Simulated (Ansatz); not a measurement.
Clean, relaxed (111) surface of HfN, space group Fm-3m (No. 225) (top face towards +c; atoms held fixed, by place in the list: 1, 2, 3, 4, 5, 6, 7, 8, 9, 10, 11, 12):

```
CELL_PARAMETERS angstrom
6.38781 0.00000 0.00000
-3.19391 5.53201 0.00000
0.00000 0.00000 23.51953
ATOMIC_POSITIONS crystal
N 0.16667 0.33333 0.36140
N 0.16667 0.83333 0.36140
N 0.66667 0.33333 0.36140
N 0.66667 0.83333 0.36140
Hf 0.33333 0.16667 0.41684
Hf 0.33333 0.66667 0.41684
Hf 0.83333 0.16667 0.41684
Hf 0.83333 0.66667 0.41684
N 0.50000 0.50000 0.47228
N 0.50000 0.00000 0.47228
N 0.00000 0.50000 0.47228
N 0.00000 0.00000 0.47228
Hf 0.66667 0.33333 0.53004
Hf 0.66667 0.83333 0.53004
Hf 0.16667 0.33333 0.53004
Hf 0.16667 0.83333 0.53004
N 0.83333 0.66667 0.58339
N 0.83333 0.16667 0.58339
N 0.33333 0.66667 0.58339
N 0.33333 0.16667 0.58339
Hf 0.00000 0.50000 0.63897
Hf 0.00000 0.00000 0.63897
Hf 0.50000 0.50000 0.63897
Hf 0.50000 0.00000 0.63897
```

Level of theory: DFT PBE+D3(BJ), scalar-relativistic, plane waves, PAW in Ansatz. Settings: cutoff 420 eV, Γ-centred mesh 6×6×1 on the computed 24-atom cell, Gaussian smearing of 0.10 eV; no spin polarisation. The cell repeats along c with a dipole correction in the vacuum.

With the adsorbate the run is spin-polarised, so any moments that the slab's own atoms take up count into E_ads.

E_ads counts from the clean slab and the free adsorbate (spin-polarised where it has unpaired electrons); negative means bound. With the adsorbate the cell is lengthened along c to keep the vacuum.

**Question.** Co (atom) is put at the hollow (Hf-Hf-Hf) at (0.17, 0.83) site, one adsorbate per 35.3 Å². What structure does it relax to?

**Answer.** E_ads = -5.04 eV. Contacts: Co–Hf 2.53 Å, Co–Hf 2.53 Å, Co–Hf 2.53 Å.

```xyz
25
Lattice="6.3878 0.0000 0.0000 -3.1939 5.5320 0.0000 0.0000 0.0000 25.5195" Properties=species:S:1:pos:R:3 pbc="T T T"
N     0.0000    1.8440    8.5000
N    -1.5970    4.6100    8.5000
N     3.1939    1.8440    8.5000
N     1.5970    4.6100    8.5000
Hf    1.5970    0.9220    9.8039
Hf    0.0000    3.6880    9.8039
Hf    4.7909    0.9220    9.8039
Hf    3.1939    3.6880    9.8039
N     1.5970    2.7660   11.1078
N     3.1939    0.0000   11.1078
N    -1.5970    2.7660   11.1078
N     0.0000    0.0000   11.1078
Hf    3.1957    1.8430   12.4671
Hf    1.5970    4.6121   12.4671
Hf   -0.0018    1.8430   12.4671
Hf   -1.5970    4.6100   12.4481
N     3.1901    3.6858   13.7236
N     4.7909    0.9220   13.7123
N     0.0038    3.6858   13.7236
N     1.5970    0.9263   13.7236
Hf   -1.5970    2.7977   15.0428
Hf    0.0274   -0.0158   15.0428
Hf    1.5970    2.7660   15.0809
Hf    3.1665   -0.0158   15.0428
Co   -1.5970    4.6100   16.8126
```

Each end is the local minimum or symmetric point that its start leads to. This ideal cut is polar: the work functions of its two faces differ by 3.8 eV. Real polar faces reconstruct or get covered, and then bind electron donors or acceptors far more weakly. The slab is only 6.5 Å thick, so the energies aren't converged with thickness.

For at least one of the starts the bottom face's work function also shifts by over 0.1 eV: the slab is too thin to screen the adsorbate, so the work functions aren't converged with thickness.

The ends differ in their magnetic moment (0.9, 2.1 μB a cell), so part of the order can come from the spin state that each run reached.

The cell holds one magnetic atom, so it can only be ferromagnetic; an antiferromagnetic order may lie lower. An atom lies near a switch of its D3 coefficient C6 between reference coordination numbers, so the dispersion energy changes steeply there and can make or shift the minimum. Semilocal functionals without U can misjudge the magnetic state of such a slab.

Cost: 3 runs of about 3.3 core-hours in all, on Arm Neoverse V1 (shared hosts).